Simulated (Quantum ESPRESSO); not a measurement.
# Al2Pt (Fm-3m) in Quantum ESPRESSO: reference runs

Reference runs on Al2Pt: the cell as given and a disturbed copy.

All numbers are computed with Quantum ESPRESSO 7.5; they aren't measurements. Logs are shortened: lines on timing, memory, paths and dates and some standing lists are left out, and cuts for length are marked.

## (1) Starting point

The structure is cubic, space group Fm-3m (No. 225). Conventional cell: a = 5.910 Å, b = 5.910 Å, c = 5.910 Å, α = 90.00°, β = 90.00°, γ = 90.00°. Pt (site symmetry m-3m) has 8 Al at 2.56 Å as nearest neighbours. Around Al (site symmetry -43m) lie 4 Pt at 2.56 Å.

## (2) Single point, PBE

File pw.in:

```
&CONTROL
  calculation = 'scf'
  prefix = 'pwscf'
  outdir = './tmp'
  pseudo_dir = './pseudo'
  tprnfor = .true.
  tstress = .true.
  disk_io = 'low'
/
&SYSTEM
  ibrav = 0
  nat = 3
  ntyp = 2
  ecutwfc = 55
  ecutrho = 440
  nbnd = 18
  occupations = 'smearing'
  smearing = 'fd'
  degauss = 0.00367493
/
&ELECTRONS
  conv_thr = 6d-10
  electron_maxstep = 120
  mixing_beta = 0.5
/
ATOMIC_SPECIES
Pt   195.0840 pt_pbe_v1.4.uspp.F.UPF
Al    26.9815 Al.pbe-n-kjpaw_psl.1.0.0.UPF
CELL_PARAMETERS angstrom
   0.0000000000    2.9550000000    2.9550000000
   2.9550000000    0.0000000000    2.9550000000
   2.9550000000    2.9550000000    0.0000000000
ATOMIC_POSITIONS crystal
Pt     0.0000000000    0.0000000000    0.0000000000
Al     0.7500000000    0.7500000000    0.7500000000
Al     0.2500000000    0.2500000000    0.2500000000
K_POINTS automatic
8 8 8 0 0 0
```

File pp_density.in:

```
&INPUTPP
  prefix = 'pwscf'
  outdir = './tmp'
  filplot = 'density.dat'
  plot_num = 0
/
&PLOT
  nfile = 1
  filepp(1) = 'density.dat'
  iflag = 3
  output_format = 6
  fileout = 'density.cube'
/
```

File pp_potential.in:

```
&INPUTPP
  prefix = 'pwscf'
  outdir = './tmp'
  filplot = 'potential.dat'
  plot_num = 11
/
&PLOT
  nfile = 1
  filepp(1) = 'potential.dat'
  iflag = 3
  output_format = 6
  fileout = 'potential.cube'
/
```

Potentials or basis: SSSP 1.3 efficiency PBE.

On the command line:

```sh
OMP_NUM_THREADS=1 pw.x -in pw.in > pw.out
OMP_NUM_THREADS=1 pp.x -in pp_density.in > pp_density.out
OMP_NUM_THREADS=1 pp.x -in pp_potential.in > pp_potential.out
```

pw.out:

```text
This program is part of the open-source Quantum ESPRESSO suite
     for quantum simulation of materials; please cite
         "P. Giannozzi et al., J. Phys.:Condens. Matter 21 395502 (2009);
         "P. Giannozzi et al., J. Phys.:Condens. Matter 29 465901 (2017);
         "P. Giannozzi et al., J. Chem. Phys. 152 154105 (2020);
     in publications or presentations arising from this work. More details at

     file Al.pbe-n-kjpaw_psl.1.0.0.UPF: wavefunction(s)  3S 3P renormalized
     Message from routine setup:
     using ibrav=0 with symmetry is DISCOURAGED, use correct ibrav instead

     G-vector sticks info
     --------------------
     sticks:   dense  smooth     PW     G-vecs:    dense   smooth      PW
     Sum        1891     955    283                54313    19195    3143

     Using Slab Decomposition

     bravais-lattice index     =            0
     lattice parameter (alat)  =       7.8972  a.u.
     unit-cell volume          =     348.2564 (a.u.)^3
     number of atoms/cell      =            3
     number of atomic types    =            2
     number of electrons       =        22.00
     number of Kohn-Sham states=           18
     kinetic-energy cutoff     =      55.0000  Ry
     charge density cutoff     =     440.0000  Ry
     scf convergence threshold =      6.0E-10
     mixing beta               =       0.5000
     number of iterations used =            8  plain     mixing
     Exchange-correlation= SLA  PW   PBX  PBC
                           (   1   4   3   4   0   0   0)

     celldm(1)=   7.897168  celldm(2)=   0.000000  celldm(3)=   0.000000
     celldm(4)=   0.000000  celldm(5)=   0.000000  celldm(6)=   0.000000

     crystal axes: (cart. coord. in units of alat)
               a(1) = (   0.000000   0.707107   0.707107 )
               a(2) = (   0.707107   0.000000   0.707107 )
               a(3) = (   0.707107   0.707107   0.000000 )

     reciprocal axes: (cart. coord. in units 2 pi/alat)
               b(1) = ( -0.707107  0.707107  0.707107 )
               b(2) = (  0.707107 -0.707107  0.707107 )
               b(3) = (  0.707107  0.707107 -0.707107 )

     PseudoPot. # 1 for Pt read from file:
     pt_pbe_v1.4.uspp.F.UPF
     Pseudo is Ultrasoft + core correction, Zval = 16.0
     Generated by new atomic code, or converted to UPF format
     Using radial grid of  985 points,  6 beta functions with:
                l(1) =   0
                l(2) =   0
                l(3) =   1
                l(4) =   1
                l(5) =   2
                l(6) =   2
     Q(r) pseudized with  8 coefficients,  rinner =    1.300   1.300   1.300
                                                       1.300   1.300

     PseudoPot. # 2 for Al read from file:
     Al.pbe-n-kjpaw_psl.1.0.0.UPF
     Pseudo is Projector augmented-wave + core cor, Zval =  3.0
     Generated using "atomic" code by A. Dal Corso  v.5.1
     Shape of augmentation charge: PSQ
     Using radial grid of 1135 points,  6 beta functions with:
                l(1) =   0
                l(2) =   0
                l(3) =   1
                l(4) =   1
                l(5) =   2
                l(6) =   2
     Q(r) pseudized with 0 coefficients

     atomic species   valence    mass     pseudopotential
     Pt               16.00   195.08400     Pt( 1.00)
     Al                3.00    26.98150     Al( 1.00)

     48 Sym. Ops., with inversion, found

   Cartesian axes

     site n.     atom                  positions (alat units)
         1        Pt     tau(   1) = (   0.0000000   0.0000000   0.0000000  )
         2        Al     tau(   2) = (   1.0606602   1.0606602   1.0606602  )
         3        Al     tau(   3) = (   0.3535534   0.3535534   0.3535534  )

     number of k points=    29  Fermi-Dirac smearing, width (Ry)=  0.0037
                       cart. coord. in units 2pi/alat
        k(    1) = (   0.0000000   0.0000000   0.0000000), wk =   0.0039062
        k(    2) = (   0.0883883   0.0883883  -0.0883883), wk =   0.0312500
        k(    3) = (   0.1767767   0.1767767  -0.1767767), wk =   0.0312500
        k(    4) = (   0.2651650   0.2651650  -0.2651650), wk =   0.0312500
        k(    5) = (  -0.3535534  -0.3535534   0.3535534), wk =   0.0156250
        k(    6) = (   0.1767767   0.0000000   0.0000000), wk =   0.0234375
[... 21 lines left out ...]
        k(   28) = (  -0.7071068   0.1767767  -0.0000000), wk =   0.0468750
        k(   29) = (  -0.7071068   0.3535534   0.0000000), wk =   0.0234375

     Dense  grid:    54313 G-vectors     FFT dimensions: (  54,  54,  54)

     Smooth grid:    19195 G-vectors     FFT dimensions: (  40,  40,  40)

     Initial potential from superposition of free atoms

     starting charge      21.4954, renormalised to      22.0000

     negative rho (up, down):  1.882E-01 0.000E+00
     Starting wfcs are   20 randomized atomic wfcs

     Self-consistent Calculation

     iteration #  1     ecut=    55.00 Ry     beta= 0.50
     Davidson diagonalization with overlap
     ethr =  1.00E-02,  avg # of iterations =  4.4

     negative rho (up, down):  1.713E-01 0.000E+00

     total energy              =    -288.79278588 Ry
     estimated scf accuracy    <       2.36873271 Ry

     iteration #  2     ecut=    55.00 Ry     beta= 0.50
     Davidson diagonalization with overlap
     ethr =  1.00E-02,  avg # of iterations =  2.0
[... 69 lines left out ...]
     iteration # 10     ecut=    55.00 Ry     beta= 0.50
     Davidson diagonalization with overlap
     ethr =  1.58E-11,  avg # of iterations =  3.6

     negative rho (up, down):  1.733E-01 0.000E+00

     End of self-consistent calculation

          k = 0.0000 0.0000 0.0000 (  2421 PWs)   bands (ev):

   -42.0358 -42.0358 -42.0358   0.9009   6.0763   6.0763   6.0763   7.4320
     7.4320  14.0880  14.9572  14.9572  14.9572  16.5423  16.5423  16.5423
    17.4748  17.4748

          k = 0.0884 0.0884-0.0884 (  2385 PWs)   bands (ev):

   -42.0361 -42.0358 -42.0358   1.1159   5.9514   6.1467   6.1467   7.4096
     7.4096  12.7802  14.4012  14.4012  14.4263  17.0626  17.0869  17.0869
    17.1965  17.1965
[... 13 lines left out ...]
          k =-0.3536-0.3536 0.3536 (  2392 PWs)   bands (ev):

   -42.0384 -42.0362 -42.0362   3.2334   5.0251   6.3978   6.3978   7.4283
     7.6564   7.6564  12.1494  12.1494  14.9055  16.2850  16.2850  16.5118
    20.8023  20.8024

          k = 0.1768 0.0000 0.0000 (  2397 PWs)   bands (ev):

   -42.0362 -42.0359 -42.0359   1.1890   5.9002   6.1842   6.1842   7.2877
     7.5001  13.4570  13.4570  13.7018  14.1215  16.0757  17.1069  17.7265
    17.7265  18.3531

          k = 0.2652 0.0884-0.0884 (  2411 PWs)   bands (ev):

   -42.0369 -42.0361 -42.0361   1.6794   5.6724   6.3223   6.3294   7.1813
     7.5612  11.0123  12.5654  13.1496  14.6821  15.9039  17.2174  17.5977
    17.7847  19.5071
[... 19 lines left out ...]
          k =-0.0884-0.2652 0.2652 (  2399 PWs)   bands (ev):

   -42.0374 -42.0364 -42.0360   2.2010   5.4973   6.3184   6.4451   7.2575
     7.6014   9.4772  11.4882  13.3835  15.2444  16.1343  16.4962  18.0814
    18.1192  18.4223

          k = 0.0000-0.1768 0.1768 (  2401 PWs)   bands (ev):

   -42.0366 -42.0361 -42.0359   1.4684   5.7759   6.2374   6.2625   7.2872
     7.4915  11.6471  12.3274  14.5283  15.1407  16.1439  16.5734  16.9302
    17.6697  18.1436

          k = 0.3536 0.0000 0.0000 (  2413 PWs)   bands (ev):

   -42.0371 -42.0363 -42.0363   2.0387   5.5159   6.5084   6.5084   6.9081
     7.6712  11.1489  11.6449  11.6449  14.1897  14.9854  18.6504  18.7387
    18.7387  19.8750

          k = 0.4419 0.0884-0.0884 (  2399 PWs)   bands (ev):

   -42.0377 -42.0365 -42.0364   2.7723   5.3118   6.4669   6.7052   7.0235
     7.7555   9.1698  10.9794  11.0317  14.4275  15.3253  18.2958  18.8125
    19.3213  20.9620
[... 7 lines left out ...]
          k =-0.0884-0.4419 0.4419 (  2381 PWs)   bands (ev):

   -42.0379 -42.0371 -42.0364   3.8930   5.1412   6.1520   6.8372   6.9308
     7.4028   8.2638   9.5974  11.4448  14.5713  17.1696  17.8678  18.2393
    20.1628  20.1780

          k = 0.0000-0.3536 0.3536 (  2395 PWs)   bands (ev):

   -42.0377 -42.0369 -42.0362   3.0160   5.3269   6.2573   6.7169   7.1823
     7.5275   8.8094   9.8504  12.4429  14.8689  16.8761  17.1903  18.1873
    18.7540  20.2777

          k = 0.5303-0.0000 0.0000 (  2397 PWs)   bands (ev):

   -42.0380 -42.0366 -42.0366   3.3922   5.1761   6.3372   7.0070   7.0070
     7.8528   8.7439  10.1946  10.1946  14.2502  14.5978  19.4009  20.2498
    20.2498  20.7878

          k =-0.0884-0.6187 0.6187 (  2397 PWs)   bands (ev):

   -42.0382 -42.0369 -42.0367   4.2838   5.0812   5.8422   7.1848   7.4315
     7.6164   7.8003   9.6236   9.9730  14.3758  15.0977  18.6571  20.3769
    21.4924  21.6458

          k = 0.0000-0.5303 0.5303 (  2382 PWs)   bands (ev):

   -42.0379 -42.0373 -42.0366   4.6723   5.2087   5.5641   6.8247   7.1679
     7.4900   8.0810   9.1292  10.5231  14.4343  16.5509  17.8921  19.7246
    20.3360  21.1520

          k =-0.7071 0.0000 0.0000 (  2402 PWs)   bands (ev):

   -42.0384 -42.0368 -42.0368   4.8633   5.0456   5.3009   7.3494   7.3494
     7.7212   7.9315   9.5263   9.5263  14.2743  14.5162  19.2013  21.8986
    21.8986  22.3129

          k = 0.3536 0.1768 0.0000 (  2391 PWs)   bands (ev):

   -42.0374 -42.0365 -42.0362   2.2902   5.4641   6.3726   6.5494   7.0945
     7.6636   9.8304  10.9527  12.5570  15.1550  15.6396  17.0826  17.8561
    19.2042  19.6476

          k =-0.2652-0.4419 0.6187 (  2400 PWs)   bands (ev):

   -42.0379 -42.0368 -42.0363   3.1925   5.2454   6.2937   6.7142   7.2912
     7.5412   8.3394  10.2548  11.7111  15.1171  16.2566  17.2911  18.3055
    19.1282  20.6539
[... 13 lines left out ...]
          k =-0.0884-0.4419 0.6187 (  2396 PWs)   bands (ev):

   -42.0379 -42.0373 -42.0366   4.4708   5.0922   5.9533   6.6372   7.1379
     7.6770   8.0354   9.1602  10.4931  15.1295  16.6639  17.1246  19.0559
    20.2053  21.7502

          k = 0.0000-0.3536 0.5303 (  2387 PWs)   bands (ev):

   -42.0377 -42.0374 -42.0365   4.1086   5.1796   6.1259   6.6670   7.0539
     7.4126   8.6467   8.8696  10.9704  15.3424  16.4820  17.6448  18.6530
    19.3863  21.8022

          k =-0.7071 0.1768-0.0000 (  2396 PWs)   bands (ev):

   -42.0382 -42.0370 -42.0368   5.0589   5.1226   5.2285   7.0006   7.3497
     7.6423   7.8752   9.1374   9.9804  14.8737  15.2824  18.1289  20.2144
    21.3647  22.2370

          k =-0.7071 0.3536 0.0000 (  2400 PWs)   bands (ev):

   -42.0376 -42.0376 -42.0368   5.1170   5.1170   5.7408   6.0404   7.3500
     7.8740   8.3479   8.3479  10.2459  16.3316  16.3316  17.3222  17.4319
    21.1186  23.6883

     the Fermi energy is    11.1035 ev

!    total energy              =    -289.89457401 Ry
     estimated scf accuracy    <          8.2E-11 Ry
     smearing contrib. (-TS)   =      -0.00091860 Ry
     internal energy E=F+TS    =    -289.89365540 Ry

     The total energy is F=E-TS. E is the sum of the following terms:
     one-electron contribution =     -83.65995489 Ry
     hartree contribution      =      53.33165518 Ry
     xc contribution           =     -62.18382155 Ry
     ewald contribution        =    -128.02678010 Ry
     one-center paw contrib.   =     -69.35475405 Ry

     convergence has been achieved in  10 iterations

     negative rho (up, down):  1.733E-01 0.000E+00

     Forces acting on atoms (cartesian axes, Ry/au):

     atom    1 type  1   force =     0.00000000    0.00000000   -0.00000000
     atom    2 type  2   force =     0.00000000   -0.00000000   -0.00000000
     atom    3 type  2   force =    -0.00000000    0.00000000    0.00000000

     Total force =     0.000000     Total SCF correction =     0.000000

     Computing stress (Cartesian axis) and pressure

     negative rho (up, down):  1.733E-01 0.000E+00
          total   stress  (Ry/bohr**3)                   (kbar)     P=       23.60
   0.00016043  -0.00000000  -0.00000000           23.60       -0.00       -0.00
  -0.00000000   0.00016043   0.00000000           -0.00       23.60        0.00
  -0.00000000   0.00000000   0.00016043           -0.00        0.00       23.60

=------------------------------------------------------------------------------=
   JOB DONE.
=------------------------------------------------------------------------------=
```

It took 45 s on 1 thread of Arm Neoverse V1, shared host; peak memory 0.24 GiB.

Results:

| Property | Result |
| --- | --- |
| Free energy | -3944.2166 eV |
| Pressure | 2.4 GPa |
| Band gap on the k mesh | none (metal or under the smearing width) |

(Continued in part 2 of 2.)
